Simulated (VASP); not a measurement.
A run of VASP 6.6.1 is set up as follows.

INCAR

```
SYSTEM = GaSb
PREC = Accurate
ENCUT = 600
EDIFF = 1E-7
ISMEAR = 0
SIGMA = 0.03
LREAL = .FALSE.
LASPH = .TRUE.
NELM = 80
ALGO = Normal
ISIF = 2
LWAVE = .FALSE.
LCHARG = .FALSE.
GGA = PE
IVDW = 12
IBRION = 2
NSW = 40
EDIFFG = -0.01
```

File KPOINTS:

```
Automatic mesh
0
G
  10 10 10
  0 0 0
```

The input POSCAR:

```
GaSb                                    
1.0
    0.0000000000      3.1064087403      3.1064087403
    3.1064087403      0.0000000000      3.1064087403
    3.1064087403      3.1064087403      0.0000000000
  Ga              Sb            
     1     1
Direct
     0.0000000000000000    0.0000000000000000    0.0000000000000000
     0.2500000000000000    0.2500000000000000    0.2500000000000000
```

Potentials or basis: VASP PAW PBE potentials, release 64 (Ga_d, Sb).

Command:

```bash
$ cat potpaw_PBE.64/Ga_d/POTCAR potpaw_PBE.64/Sb/POTCAR > POTCAR
$ mpirun -np 1 vasp_std > vasp.out
```

Task: What does it give for the band gap on the k mesh?

Result: None (metal or under the smearing width).

Task: What does it give for the dispersion energy per atom?

Result: -0.316 eV.

Final structure:
```yaml
crystal:
  lattice:
    - [0.00000, 3.10641, 3.10641]
    - [3.10641, 0.00000, 3.10641]
    - [3.10641, 3.10641, 0.00000]
  atoms:
    - { symbol: Ga, position: [0.00000, 0.00000, 0.00000] }
    - { symbol: Sb, position: [0.25000, 0.25000, 0.25000] }
```

Caveat: the relaxation stopped at its first step, so nothing moved. Spin-orbit coupling is left out, which matters for the levels of Sb.
